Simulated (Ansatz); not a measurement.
**ZnSe (F-43m): the equilibrium volume**

At what volume is ZnSe (F-43m) free of pressure?

Program: Ansatz 0.2.0. Level of theory: DFT PBEsol, scalar-relativistic, plane waves, PAW. These are calculated values, not measurements.

2 further runs of the same task are left out: 2 set aside as unsound or not needed.

## 1. The starting structure

Symmetry: F-43m, No. 216, cubic system. The conventional cell has a = 5.665 Å, b = 5.665 Å, c = 5.665 Å, α = 90.00°, β = 90.00°, γ = 90.00°. Zn (site symmetry -43m) has 4 Se at 2.45 Å as nearest neighbours. Se (site symmetry -43m) is surrounded by 4 Zn at 2.45 Å.

Coordinates:

```cif
data_structure
_symmetry_space_group_name_H-M 'F-43m'
_symmetry_Int_Tables_number 216
_cell_length_a 5.6649
_cell_length_b 5.6649
_cell_length_c 5.6649
_cell_angle_alpha 90.000
_cell_angle_beta 90.000
_cell_angle_gamma 90.000
_cell_volume 181.79
loop_
_atom_site_label
_atom_site_type_symbol
_atom_site_symmetry_multiplicity
_atom_site_Wyckoff_symbol
_atom_site_fract_x
_atom_site_fract_y
_atom_site_fract_z
_atom_site_occupancy
Zn1 Zn 4 a 0.00000 0.00000 0.00000 1
Se1 Se 4 c 0.25000 0.25000 0.25000 1
```

## 2. The first run (PBEsol, 6×6×6 mesh)

File input.yaml:

```yaml
crystal:
  lattice:
    - [0.0, 2.8324425407, 2.8324425407]
    - [2.8324425407, 0.0, 2.8324425407]
    - [2.8324425407, 2.8324425407, 0.0]
  atoms:
    - { symbol: Zn, position: [0.0, 0.0, 0.0] }
    - { symbol: Se, position: [0.75, 0.75, 0.75] }
basis:
  ecutwfc: 420
kpoints:
  mp_grid: { grid: [6, 6, 6] }
hamiltonian:
  xc: pbesol
scf:
  occupations: { method: gaussian, width: 0.1 }
output:
  forces: true
  stress: true
  eigenvalues: true
```

Run with:

```sh
$ ansatz run input.yaml --threads 8 --pin off --max-ram 16384MiB --backend cpu --events-out ev --progress --plain --runs-dir out
```

The program printed (excerpt; [...] marks lines left out):

```text
Warning: RAYON_NUM_THREADS=8 ignored (pool sized by the plan → 8); use --threads N
[...]
Pseudopotentials: kind: paw
Pseudopotential: Zn, paw, valence charge 12, recommended cutoff 420 eV (normal), Zn.paw.azcp
Pseudopotential: Se, paw, valence charge 16, recommended cutoff 420 eV (normal), Se.paw.azcp
Functional definition: PBEsol
[...]
Crystal: 2 atoms, lattice volume = 45.448 Å³
Basis set: ecut = 420 eV, 893 PW (Γ), exchange–correlation on 54×54×54 points (8 copies of the dense FFT grid, shifted against one another)
Bands: 18, of which v1, the nominal top of the filled ones, is band 14 counted from 1 (13 counted from 0)
Symmetry: 24 space group operations
Space group: F-43m (ITA 216), of the structure as read, at distance tolerance 3.6e-5 Å
k-points: 16 of 216 (time reversal used)
[...]
SCF iter   1: F=—  HF=-8706.448544 eV  |F-HF|=—  |Δ(HF+E_count)|=         —  Δρ=3.72e-3  dr2=6.13e-3  ethr=1.77e-3  ⟨swp⟩=5.2  Hψ=1433  notcnv=0
[...]
SCF iter   6: F=-8706.446311 eV  HF=-8706.446311 eV  |F-HF|=2.28e-8  |Δ(HF+E_count)|=   7.33e-7  Δρ=8.65e-6  dr2=2.35e-8  ethr=3.57e-10  ⟨swp⟩=3.1  Hψ=1158  notcnv=0
[...]
SCF converged after 6 iterations
Free energy (F): -8706.446311 eV
[...]
E sigma→0 (E₀):  -8706.446311 eV
Fermi energy:    7.260729 eV
[...]
--- Forces (eV/Å), atoms counted from 1 ---
  atom   1  Zn    -0.00000000     0.00000000    -0.00000000
  atom   2  Se     0.00000000     0.00000000    -0.00000000
[...]
--- Stress (GPa, compression-positive) ---
       -1.023000      -0.000000       0.000000
        0.000000      -1.023000       0.000000
       -0.000000       0.000000      -1.023000
  P = ⅓ Tr σ = -1.0230 GPa (-10.230 kbar)
--- Band table (eV; the first three rows and the last of 16) ---
  k-point 0: bands = ["-40.2393", "-40.2393", "-40.2393", "-40.2348", "-40.2348", "-6.6261", "0.1058", "0.1058", "0.1058", "0.4783", "0.4783", "6.6705", "6.6705", "6.6705", "7.8417", "12.4125", "12.4125", "12.4125"]
[...]
```

Run time: 0.6 s. Hardware: 8 threads of Arm Neoverse V1, shared host; peak memory 0.35 GiB.

Result: volume 22.724 Å³/atom, pressure -1.02 GPa, gap on the mesh 1.17 eV.

## 3. Full relaxation

input.yaml, as its differences from that of step 2:

```diff
@@ -11,3 +11,3 @@
 kpoints:
-  mp_grid: { grid: [6, 6, 6] }
+  mp_grid: { grid: [8, 8, 8] }
 hamiltonian:
@@ -15,3 +15,3 @@
 scf:
-  occupations: { method: gaussian, width: 0.1 }
+  occupations: { method: gaussian, width: 0.02 }
 output:
@@ -20 +20,6 @@
   eigenvalues: true
+relax:
+  adjacent_minimum: "off"
+  f_tol: 0.005
+  max_steps: 80
+  cell: { stress_tol: 0.05 }
```

Run with:

```sh
$ ansatz run input.yaml --threads 8 --pin off --max-ram 16384MiB --backend cpu --events-out ev --progress --plain --runs-dir out
```

The program printed:

```text
Warning: RAYON_NUM_THREADS=8 ignored (pool sized by the plan → 8); use --threads N
Engine: ansatz 0.2.0, aarch64-unknown-linux-gnu
[... 4 set-up lines as earlier in the session ...]
  exchange = pbesol_x
  correlation = pbesol_c
Crystal: 2 atoms, lattice volume = 45.448 Å³
Basis set: ecut = 420 eV, 893 PW (Γ), exchange–correlation on 54×54×54 points (8 copies of the dense FFT grid, shifted against one another)
Bands: 18, of which v1, the nominal top of the filled ones, is band 14 counted from 1 (13 counted from 0)
[... 2 set-up lines as earlier in the session ...]
k-points: 29 of 512 (time reversal used)
Non-local potential: Zn, projectors of the file, l = 0: 2, l = 1: 2, l = 2: 3, l = 3: 1
Non-local potential: Se, projectors of the file, l = 0: 2, l = 1: 2, l = 2: 3, l = 3: 1
PAW form: soft (Blöchl's): semilocal exchange-correlation on the pseudo side does not see the compensation charge
PAW frozen core: Zn, regenerated for the run's functional, and the local potential with it (the file was generated under x = pbe(κ = 0.804, μ = 0.2195149727645171), c = pbe(β = 0.06672455060314922))
PAW frozen core: Se, regenerated for the run's functional, and the local potential with it (the file was generated under x = pbe(κ = 0.804, μ = 0.2195149727645171), c = pbe(β = 0.06672455060314922))
PAW one-centre angular grid: Zn, 590 points (default); XC on 64 Gauss nodes
PAW one-centre angular grid: Se, 590 points (default); XC on 64 Gauss nodes
Initial density: superposition of atomic densities (neutral atoms: chi_scale 0, normalization atom), corrected by the library's trained network
Initial wavefunctions: pseudopotential atomic-orbital guess
Functional: x = pbesol(κ = 0.804, μ = 0.12345679012345678), c = pbesol(β = 0.046)
SCF iter   1: F=—  HF=-8706.454484 eV  |F-HF|=—  |Δ(HF+E_count)|=         —  Δρ=3.86e-3  dr2=6.79e-3  ethr=1.77e-3  ⟨swp⟩=6.0  Hψ=2681  notcnv=0
preconditioner: auto → none  [insulator: Δε(μ)=1.143 eV  Ē_g=11.820 eV  σ=0.020 eV  W_gap=1.00  n_scr=14 (ndim 8)  ℏωp=23.4 eV  f_vac=0.121  D(μ)=0.00/eV (n_scr^D=0)  ε∞_Penn≈4.9]
SCF iter   2: F=—  HF=-8706.452057 eV  |F-HF|=—  |Δ(HF+E_count)|=   2.43e-3  Δρ=9.51e-4  dr2=2.49e-4  ethr=2.43e-5  ⟨swp⟩=2.0  Hψ=1123  notcnv=0
SCF iter   3: F=—  HF=-8706.452027 eV  |F-HF|=—  |Δ(HF+E_count)|=   2.92e-5  Δρ=7.77e-4  dr2=1.57e-4  ethr=8.90e-7  ⟨swp⟩=2.0  Hψ=836  notcnv=0
SCF iter   4: F=—  HF=-8706.452010 eV  |F-HF|=—  |Δ(HF+E_count)|=   1.72e-5  Δρ=2.34e-4  dr2=1.60e-5  ethr=5.60e-7  ⟨swp⟩=2.0  Hψ=721  notcnv=0
SCF iter   5: F=—  HF=-8706.452014 eV  |F-HF|=—  |Δ(HF+E_count)|=   4.33e-6  Δρ=5.00e-5  dr2=6.63e-7  ethr=5.72e-8  ⟨swp⟩=2.0  Hψ=624  notcnv=0
SCF iter   6: F=-8706.452015 eV  HF=-8706.452015 eV  |F-HF|=1.62e-8  |Δ(HF+E_count)|=   6.13e-7  Δρ=6.81e-6  dr2=1.42e-8  ethr=3.57e-10  ⟨swp⟩=5.1  Hψ=2357  notcnv=0
SCF 1 converged in 6 iterations: F = -8706.452015 eV  dr2 = 1.42e-8
relax step   1: F+E_penalty+E_count = -8706.45201509 eV  Δ(F+E_penalty+E_count) = +0.000e0 eV  max|allowed force component| = 1.503e-16 eV/Å  Δτ_max = 0.0000 Å  P = -1.047 GPa  Ω = 45.448 Å³  (6 SCF iters, dr2 threshold 1.00e-7 eV, accepted)
Crystal: 2 atoms, lattice volume = 44.881 Å³
Initial density: handed on by an earlier stage of this run
Initial wavefunctions: those handed on with the density
iter 1 solved again at ethr=3.62e-7 eV; its pass at ethr=3.10e-3 eV (dr2=1.01e-4 eV) is discarded
SCF iter   1: F=—  HF=-8706.454552 eV  |F-HF|=—  |Δ(HF+E_count)|=         —  Δρ=4.16e-4  dr2=8.46e-5  ethr=3.62e-7  ⟨swp⟩=2.9  Hψ=3151  notcnv=0
preconditioner: auto → none  [insulator: Δε(μ)=1.221 eV  Ē_g=11.920 eV  σ=0.020 eV  W_gap=1.00  n_scr=14 (ndim 8)  ℏωp=23.5 eV  f_vac=0.103  D(μ)=0.00/eV (n_scr^D=0)  ε∞_Penn≈4.9]
SCF iter   2: F=—  HF=-8706.454534 eV  |F-HF|=—  |Δ(HF+E_count)|=   1.81e-5  Δρ=2.60e-4  dr2=1.75e-5  ethr=3.02e-7  ⟨swp⟩=2.4  Hψ=709  notcnv=0
SCF iter   3: F=—  HF=-8706.454537 eV  |F-HF|=—  |Δ(HF+E_count)|=   3.02e-6  Δρ=1.34e-4  dr2=7.00e-6  ethr=6.26e-8  ⟨swp⟩=2.0  Hψ=754  notcnv=0
SCF iter   4: F=—  HF=-8706.454533 eV  |F-HF|=—  |Δ(HF+E_count)|=   3.85e-6  Δρ=3.15e-5  dr2=2.38e-7  ethr=2.50e-8  ⟨swp⟩=2.0  Hψ=754  notcnv=0
SCF iter   5: F=-8706.454533 eV  HF=-8706.454533 eV  |F-HF|=3.55e-9  |Δ(HF+E_count)|=   1.67e-8  Δρ=4.66e-6  dr2=1.00e-8  ethr=7.14e-10  ⟨swp⟩=5.0  Hψ=2339  notcnv=0
SCF 2 converged in 5 iterations: F = -8706.454533 eV  dr2 = 1.00e-8
relax step   2: F+E_penalty+E_count = -8706.45453292 eV  Δ(F+E_penalty+E_count) = -2.518e-3 eV  max|allowed force component| = 7.170e-17 eV/Å  Δτ_max = 0.0000 Å  P = -0.267 GPa  Ω = 44.881 Å³  energy of the carried Pulay correction = +1.789e-4 eV  (5 SCF iters, dr2 threshold 2.00e-7 eV, accepted)
Crystal: 2 atoms, lattice volume = 44.691 Å³
iter 1 solved again at ethr=4.26e-8 eV; its pass at ethr=3.10e-3 eV (dr2=1.19e-5 eV) is discarded
SCF iter   1: F=—  HF=-8706.454752 eV  |F-HF|=—  |Δ(HF+E_count)|=         —  Δρ=1.43e-4  dr2=9.59e-6  ethr=4.26e-8  ⟨swp⟩=2.8  Hψ=2993  notcnv=0
preconditioner: auto → none  [insulator: Δε(μ)=1.239 eV  Ē_g=11.938 eV  σ=0.020 eV  W_gap=1.00  n_scr=14 (ndim 8)  ℏωp=23.6 eV  f_vac=0.103  D(μ)=0.00/eV (n_scr^D=0)  ε∞_Penn≈4.9]
SCF iter   2: F=—  HF=-8706.454748 eV  |F-HF|=—  |Δ(HF+E_count)|=   4.63e-6  Δρ=8.77e-5  dr2=2.04e-6  ethr=3.42e-8  ⟨swp⟩=2.7  Hψ=766  notcnv=0
SCF iter   3: F=—  HF=-8706.454748 eV  |F-HF|=—  |Δ(HF+E_count)|=   5.63e-7  Δρ=5.23e-5  dr2=9.88e-7  ethr=7.28e-9  ⟨swp⟩=2.0  Hψ=754  notcnv=0
SCF iter   4: F=-8706.454748 eV  HF=-8706.454748 eV  |F-HF|=7.43e-9  |Δ(HF+E_count)|=   5.51e-7  Δρ=1.05e-5  dr2=2.80e-8  ethr=6.35e-10  ⟨swp⟩=3.0  Hψ=2162  notcnv=0
SCF 3 converged in 4 iterations: F = -8706.454748 eV  dr2 = 2.80e-8
relax step   3: F+E_penalty+E_count = -8706.45474777 eV  Δ(F+E_penalty+E_count) = -2.149e-4 eV  max|allowed force component| = 4.973e-17 eV/Å  Δτ_max = 0.0000 Å  P = +0.008 GPa  Ω = 44.691 Å³  energy of the carried Pulay correction = +2.395e-4 eV  (4 SCF iters, dr2 threshold 1.78e-7 eV, accepted)
Initial wavefunctions: pseudopotential atomic-orbital guess (no wavefunctions were taken with the density)
iter 1 solved again at ethr=7.13e-8 eV; its pass at ethr=3.10e-3 eV (dr2=2.00e-5 eV) is discarded
SCF iter   1: F=—  HF=-8706.454493 eV  |F-HF|=—  |Δ(HF+E_count)|=         —  Δρ=3.06e-5  dr2=1.53e-7  ethr=7.13e-8  ⟨swp⟩=2.8  Hψ=3991  notcnv=0
preconditioner: auto → none  [insulator: Δε(μ)=1.239 eV  Ē_g=11.936 eV  σ=0.020 eV  W_gap=1.00  n_scr=14 (ndim 8)  ℏωp=23.6 eV  f_vac=0.103  D(μ)=0.00/eV (n_scr^D=0)  ε∞_Penn≈4.9]
SCF iter   2: F=—  HF=-8706.454488 eV  |F-HF|=—  |Δ(HF+E_count)|=   4.45e-6  Δρ=3.01e-5  dr2=1.83e-7  ethr=5.48e-10  ⟨swp⟩=2.0  Hψ=909  notcnv=0
SCF iter   3: F=—  HF=-8706.454488 eV  |F-HF|=—  |Δ(HF+E_count)|=   6.89e-8  Δρ=1.86e-5  dr2=1.03e-7  ethr=5.48e-10  ⟨swp⟩=2.0  Hψ=755  notcnv=0
SCF iter   4: F=—  HF=-8706.454488 eV  |F-HF|=—  |Δ(HF+E_count)|=   6.85e-8  Δρ=2.08e-6  dr2=1.01e-9  ethr=3.69e-10  ⟨swp⟩=2.0  Hψ=754  notcnv=0
SCF iter   5: F=—  HF=-8706.454488 eV  |F-HF|=—  |Δ(HF+E_count)|=  1.20e-10  Δρ=5.48e-7  dr2=7.78e-11  ethr=3.61e-12  ⟨swp⟩=2.0  Hψ=754  notcnv=0
SCF iter   6: F=-8706.454488 eV  HF=-8706.454488 eV  |F-HF|=1.82e-12  |Δ(HF+E_count)|=  2.00e-11  Δρ=5.47e-8  dr2=5.79e-13  ethr=1.00e-12  ⟨swp⟩=5.3  Hψ=2276  notcnv=0
SCF 4 converged in 6 iterations: F = -8706.454488 eV  dr2 = 5.79e-13
relax step   4: F+E_penalty+E_count = -8706.45448837 eV  Δ(F+E_penalty+E_count) = +2.594e-4 eV  max|allowed force component| = 5.551e-17 eV/Å  Δτ_max = 0.0000 Å  P = +0.008 GPa  Ω = 44.691 Å³  stress off target by 8.20e-3 GPa  SCF on the basis re-selected at this cell (its energy is not comparable with the rows above)  (6 SCF iters)
basis re-selected at this cell: Δ(F+E_penalty+E_count) = +2.594e-4 eV, ΔP = +0.000 GPa vs the last step (what re-selecting the basis moved, of the pressure what is left beyond the Pulay correction that the steps carried, after the strain that the cell walked since its last selection, with what the two solves' SCF thresholds leave and, on support functions, any second-order correction that the steps lacked; it is no measure of the basis error at this ecutwfc). This SCF's stress stands 8.20e-3 GPa from its target on what of the cell is left free (relax.cell.stress_tol is 5.00e-2 GPa) and its largest allowed force component is 5.55e-17 eV/Å (relax.f_tol is 5.00e-3 eV/Å): within both
SCF converged after 6 iterations
Free energy (F): -8706.454488 eV
Harris-Foulkes:  -8706.454488 eV  (|F-HF|=1.82e-12)
Internal energy: -8706.454488 eV  (E = F + TS)
E sigma→0 (E₀):  -8706.454488 eV
Fermi energy:    7.519119 eV
--- Per-component energies (eV) ---
  E_band       = -380.521749
  E_kinetic    = 250.422464
  E_local      = -4367.178715  (includes V_loc(G=0)·N_el)
  E_nonlocal   = 22.591386
  E_hartree    = 2021.341446
  E_xc         = -239.173065
  E_vxc        = -150.838083  (∫ρ·V_xc dr)
  E_paw        = -3658.727173  (= ΣΔE_a)
  E_vpaw       = -178.200778  (= ΣTr[D̂ρ^β])
  E_aug_tail   = -0.000929  (compensation charges beyond the density's cutoff)
  E_ewald      = -2737.535708
  E_core_change = 1.805805  (= ΣΔE_core)
  E_smearing   = -0.000000  (= −TS)
  E_closure    = -0.000000  (closes the sum)
  Σ components = -8706.454488   (vs F -8706.454488, Δ=0.00e0)
--- Forces (eV/Å), atoms counted from 1 ---
  atom   1  Zn    -0.00000000     0.00000000     0.00000000
  atom   2  Se     0.00000000    -0.00000000    -0.00000000
  max |Σ_I F_I| component: 7.40e-17 eV/Å
--- Stress (GPa, compression-positive) ---
        0.008203       0.000000       0.000000
        0.000000       0.008203       0.000000
        0.000000       0.000000       0.008203
  P = ⅓ Tr σ = 0.0082 GPa (0.082 kbar)
--- Band table (eV; the first three rows and the last of 29) ---
  k-point 0: bands = ["-40.0502", "-40.0502", "-40.0502", "-40.0454", "-40.0454", "-6.5080", "0.2755", "0.2755", "0.2755", "0.6640", "0.6640", "6.8994", "6.8994", "6.8994", "8.1385", "12.6384", "12.6384", "12.6384"]
  k-point 1: bands = ["-40.0502", "-40.0502", "-40.0502", "-40.0454", "-40.0454", "-6.4029", "0.2802", "0.2921", "0.2921", "0.6624", "0.6624", "5.5395", "6.7405", "6.7405", "9.1472", "12.5732", "12.8999", "12.8999"]
  k-point 2: bands = ["-40.0502", "-40.0501", "-40.0501", "-40.0453", "-40.0453", "-6.1294", "0.3285", "0.3285", "0.3308", "0.6638", "0.6638", "3.7710", "6.4027", "6.4027", "9.6007", "13.2826", "13.2826", "13.4099"]
  k-point 28: bands = ["-40.0501", "-40.0500", "-40.0498", "-40.0454", "-40.0452", "-5.3929", "0.3913", "0.4928", "0.6256", "0.6323", "0.9793", "2.0939", "4.0285", "4.1117", "12.2613", "12.5028", "13.8081", "14.4831"]
--- Relaxed structure (3 steps of the walk, 3 accepted, 1 SCFs on fresh bases) ---
  F+E_penalty+E_count = -8706.45448837 eV   max|allowed force component| = 5.551e-17 eV/Å   (the final SCF, on the basis selected at the relaxed cell)
  cell:  # Å, volume = 44.6906 Å³
    - [1.528611609868677e-34, 2.816623656652194, 2.816623656652194]
    - [2.816623656652194, 1.630519050526589e-33, 2.816623656652194]
    - [2.816623656652194, 2.816623656652194, 2.2929174148030153e-33]
  atoms:
    - { symbol: Zn, position: [6.2860308177883435e-34, -7.702601142923744e-34, -6.342693630793759e-34] }
    - { symbol: Se, position: [0.7499999999999998, 0.7499999999999998, 0.7499999999999998] }
```

Wall time 2.8 s (8 threads of Arm Neoverse V1, shared host); peak memory 0.41 GiB.

How the relaxation went:

```tsv
step	energy from step 1 (meV/atom)	largest force component (eV/Å)	pressure (GPa)	volume (Å³/atom)
1	0.0	0.000	-1.05	22.724
2	-1.3	0.000	-0.27	22.441
3	-1.4	0.000	0.01	22.345
4	-1.2	0.000	0.01	22.345
```

Step 1 is the start. Step 4 repeats the geometry before it on a plane-wave basis chosen anew for the final cell, which shifts the energy by +0.1 meV/atom. The run keeps the 24 symmetry operations that it found, so it can't reach a distortion that breaks them.

This gives: volume 22.345 Å³/atom, pressure 0.01 GPa, mesh gap 1.24 eV.

## 4. The cell, before and after

How the cell compares, before and after:

| cell as typed | before | after | change |
| --- | --- | --- | --- |
| a (Å) | 4.006 | 3.983 | -0.6 % |
| b (Å) | 4.006 | 3.983 | -0.6 % |
| c (Å) | 4.006 | 3.983 | -0.6 % |
| volume (Å³/atom) | 22.724 | 22.345 | -1.7 % |
| shortest distance (Å) | 2.453 | 2.439 | -0.6 % |
| space group | F-43m | F-43m | same |

## 5. Summary of results

| quantity | value |
| --- | --- |
| volume | 22.345 Å³/atom |
| pressure | 0.01 GPa |
| conventional cell | a = 5.633 Å, b = 5.633 Å, c = 5.633 Å, α = 90.00°, β = 90.00°, γ = 90.00° |
| gap on the mesh | 1.24 eV |

In words: Over the 2 runs shown the cell moved from 22.72 to 22.35 Å³/atom, a change of -1.7 %, where the pressure is zero within 0.01 GPa.

These are semilocal Kohn-Sham gaps, which aren't the measured quantity. Such gaps usually fall short of the measured ones.
